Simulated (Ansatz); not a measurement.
**CsH: a single-point run**

The task is a single-point run on CsH. The structure is shown as the input types it. The cell is built on a prototype (wurtzite) and needn't be the phase found in nature.

Computed with Ansatz 0.2.0 (density functional or hybrid calculation with the settings of its input, plane waves (as first typed), unless a step's input says otherwise).

4 further runs of the same task are left out: 3 for a known fault of the program, 1 that didn't finish.

## (1) The starting structure

It takes space group P6_3/mmc (No. 194, hexagonal). Conventional cell: a = 5.339 Å, b = 5.339 Å, c = 6.352 Å, α = 90.00°, β = 90.00°, γ = 120.00°. Around Cs (site symmetry -6m2) lie 5 H at 3.08 to 3.18 Å. H (site symmetry -6m2) is surrounded by 5 Cs at 3.08 to 3.18 Å.

As a file:

```cif
data_structure
_symmetry_space_group_name_H-M 'P6_3/mmc'
_symmetry_Int_Tables_number 194
_cell_length_a 5.3394
_cell_length_b 5.3394
_cell_length_c 6.3516
_cell_angle_alpha 90.000
_cell_angle_beta 90.000
_cell_angle_gamma 120.000
_cell_volume 156.82
loop_
_atom_site_label
_atom_site_type_symbol
_atom_site_symmetry_multiplicity
_atom_site_Wyckoff_symbol
_atom_site_fract_x
_atom_site_fract_y
_atom_site_fract_z
_atom_site_occupancy
Cs1 Cs 2 d 0.33333 0.66667 0.75000 1
H1 H 2 c 0.33333 0.66667 0.25000 1
```

## (2) Input and run

Contents of input.yaml:

```yaml
crystal:
  lattice:
    - [5.3394202767, -1.0e-10, 0.0]
    - [-2.6697101383, 4.6240736011, 0.0]
    - [0.0, 0.0, 6.3516047824]
  atoms:
    - { symbol: Cs, position: [0.3333333333, 0.6666666667, -0.0624994659] }
    - { symbol: Cs, position: [0.6666666667, 0.3333333333, 0.4375005341] }
    - { symbol: H, position: [0.3333333333, 0.6666666667, 0.4374994659] }
    - { symbol: H, position: [0.6666666667, 0.3333333333, 0.9374994659] }
kpoints:
  mp_grid: { grid: [6, 6, 4] }
hamiltonian:
  xc: hse6
scf:
  occupations: { method: fixed }
  n_extra_bands: 5
output:
  forces: true
  stress: true
  eigenvalues: true
```

Run with:

```bash
ansatz run input.yaml --threads 4 --pin off --max-ram 3686MiB --backend cpu --events-out ev --progress --plain --runs-dir out
```

**Question.** How will this run end, and is anything wrong with its input?

Nothing was computed: the input was turned down at the start. The line that matters: «line 14 column 7: hamiltonian.xc: unknown variant `hse6`, expected one of `lda`, `lda-pw`, `pw92`, `pbe`, `pbesol`, `rpbe`, `revpbe`, `blyp`, ...»

In the input, hamiltonian.xc is hse6. The functional or method isn't one that the program knows by that name.

Remedy: set hamiltonian.xc to pbe. Any name on the list would pass the check; a listed functional of a like name need not be the same functional.
